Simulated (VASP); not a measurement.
SnO in VASP 6.6.1, single-point calculation

INCAR

```
METAGGA = R2SCAN
IBRION = -1
LASPH = .TRUE.
PREC = Accurate
ISIF = 2
ALGO = Normal
LREAL = .FALSE.
EDIFF = 1E-7
SIGMA = 0.2
NSW = 0
ENCUT = 520
ISMEAR = 1
LCHARG = .FALSE.
NELM = 120
LWAVE = .FALSE.
NBANDS = 17
```

KPOINTS

```
KPOINTS created by Atomic Simulation Environment
0
Gamma
10 10 10
0 0 0
```

POSCAR

```
Sn O
 1.0000000000000000
     0.0000000000000000    2.7082147232636280    2.7082147232636280
     2.7082147232636280   -0.0000000000000000    2.7082147232636280
     2.7082147232636280    2.7082147232636280   -0.0000000000000000
 Sn  O
   1   1
Cartesian
 -0.0000000000000000 -0.0000000000000000 -0.0000000000000000
  1.3541073616318140  1.3541073616318140  1.3541073616318140
```

The recommended PBE PAW datasets give the neutral cell 20 valence electrons.

Command

```
mpirun -np 1 vasp_std
```

OSZICAR

```
N       E                     dE             d eps       ncg     rms          rms(c)
DAV:   1     0.128699524089E+03    0.12870E+03   -0.10476E+04  1640   0.168E+03
DAV:   2    -0.230910535372E+02   -0.15179E+03   -0.14504E+03  1766   0.391E+02
DAV:   3    -0.386064540530E+02   -0.15515E+02   -0.15251E+02  1873   0.113E+02
DAV:   4    -0.389777755285E+02   -0.37132E+00   -0.37111E+00  1979   0.185E+01
DAV:   5    -0.389883476413E+02   -0.10572E-01   -0.10572E-01  2209   0.299E+00    0.800E+00
DAV:   6    -0.321263062265E+02    0.68620E+01   -0.84620E+00  2439   0.427E+01    0.349E+00
DAV:   7    -0.322161002424E+02   -0.89794E-01   -0.89279E-01  1672   0.653E+00    0.149E+00
DAV:   8    -0.321981728895E+02    0.17927E-01   -0.10699E-01  1894   0.358E+00    0.196E-01
DAV:   9    -0.321997703749E+02   -0.15975E-02   -0.37247E-03  2049   0.669E-01    0.127E-01
DAV:  10    -0.322000391113E+02   -0.26874E-03   -0.13663E-03  2051   0.409E-01    0.473E-02
DAV:  11    -0.322000612548E+02   -0.22143E-04   -0.87633E-04  1942   0.209E-01    0.565E-02
DAV:  12    -0.322000180385E+02    0.43216E-04   -0.33552E-04  2131   0.122E-01    0.915E-03
DAV:  13    -0.322000163394E+02    0.16991E-05   -0.14601E-05  1700   0.303E-02    0.276E-03
DAV:  14    -0.322000161928E+02    0.14668E-06   -0.14125E-06  1884   0.839E-03    0.116E-03
DAV:  15    -0.322000162222E+02   -0.29464E-07   -0.26710E-07  1152   0.352E-03
   1 F= -.32200016E+02 E0= -.32200281E+02  d E =0.794756E-03
```

From OUTCAR

```
k-points           NKPTS =     47   k-points in BZ     NKDIM =     47   number of bands    NBANDS=     17

   NELECT =      20.0000    total number of electrons

   dimension x,y,z NGX =    28 NGY =   28 NGZ =   28
   dimension x,y,z NGXF=    56 NGYF=   56 NGZF=   56

  energy-cutoff  :      520.00
  volume of cell :       39.73
      direct lattice vectors                 reciprocal lattice vectors
     0.000000000  2.708214723  2.708214723    -0.184623470  0.184623470  0.184623470
     2.708214723  0.000000000  2.708214723     0.184623470 -0.184623470  0.184623470
     2.708214723  2.708214723  0.000000000     0.184623470  0.184623470 -0.184623470

 k-points in reciprocal lattice and weights: KPOINTS created by Atomic Simulation Env
   0.00000000  0.00000000  0.00000000       0.001
   0.10000000  0.00000000  0.00000000       0.008
   0.20000000  0.00000000  0.00000000       0.008
   0.30000000  0.00000000  0.00000000       0.008
   0.40000000  0.00000000  0.00000000       0.008
   0.50000000  0.00000000  0.00000000       0.004
   0.10000000  0.10000000  0.00000000       0.006
   0.20000000  0.10000000  0.00000000       0.024
   ...

 E-fermi :   6.0390

 k-point     1 :       0.0000    0.0000    0.0000
  band No.  band energies     occupation
      1     -16.4578      2.00000
      2     -16.4577      2.00000
      3     -16.4577      2.00000
      4     -16.4039      2.00000
      5     -16.4039      2.00000
      6     -14.1420      2.00000
      7      -0.3875      2.00000
      8       2.1058      2.00000
      9       2.1058      2.00000
     10       2.1058      2.00000
     11      10.7598      0.00000
     12      10.7599      0.00000
     13      10.7599      0.00000
     14      15.5839      0.00000
     15      17.9847      0.00000
     16      17.9847      0.00000
     17      17.9847      0.00000

 k-point     2 :       0.1000    0.0000    0.0000
  band No.  band energies     occupation
      1     -16.4758      2.00000
      2     -16.4545      2.00000
      3     -16.4545      2.00000
      4     -16.4038      2.00000
      5     -16.4038      2.00000
      6     -14.0823      2.00000
      7      -0.6243      2.00000
      8       2.0608      2.00000
      9       2.0608      2.00000
     10       2.3363      2.00000
     11      10.1638      0.00000
     12      10.8114      0.00000
     13      10.8114      0.00000
     14      16.1871      0.00000
     15      17.4668      0.00000
     16      17.5415      0.00000
     17      17.5415      0.00000

 k-point     3 :       0.2000    0.0000    0.0000
  band No.  band energies     occupation
      1     -16.5210      2.00000
      2     -16.4476      2.00000
      3     -16.4476      2.00000
      4     -16.4021      2.00000
      5     -16.4021      2.00000
      6     -13.9249      2.00000
      7      -1.1410      2.00000
      8       1.9469      2.00000
      9       1.9469      2.00000
     10       2.8193      2.00000
     11       9.1346     -0.00000
     12      10.9073      0.00000
     13      10.9073      0.00000
     14      15.8880      0.00000
     15      17.0990      0.00000
     16      17.0990      0.00000
     17      18.4861      0.00000

 ...

  Total       -0.0027231     -0.0027231     -0.0027231     -0.0000000      0.0000000      0.0000000
  in kB       -0.1098225     -0.1098225     -0.1098225     -0.0000000      0.0000000      0.0000000
  external PRESSURE =      -0.1098225 kB  Pullay stress =       0.0000000 kB

 POSITION                                       TOTAL-FORCE (eV/Angst)
 -----------------------------------------------------------------------------------
      0.00000      0.00000      0.00000         0.000000      0.000000      0.000000
      1.35411      1.35411      1.35411        -0.000000     -0.000000     -0.000000
 -----------------------------------------------------------------------------------
    total drift:                               -0.000002     -0.000002     -0.000002

  FREE ENERGIE OF THE ION-ELECTRON SYSTEM (eV)
  ---------------------------------------------------
  free  energy   TOTEN  =       -32.2000162222 eV

  energy  without entropy=      -32.2008109785  energy(sigma->0) =      -32.20028114
```

It converged. Results: gap between bands v and c on the k mesh -0.17 eV (bands overlap: a metal); least direct gap on the k mesh 0.01 eV; pressure 0.0 GPa. Band v is the last that the valence electrons fill when counted band by band, and c is the next.

For comparison, a separate r²SCAN run of the intended cell, on usual settings and not on those above, gives a gap of -0.19 eV on its mesh and a pressure of 0.3 GPa.

The run above took about 51 s on one core of a shared host (Intel Xeon 6975P-C) and held 0.18 GiB at most.
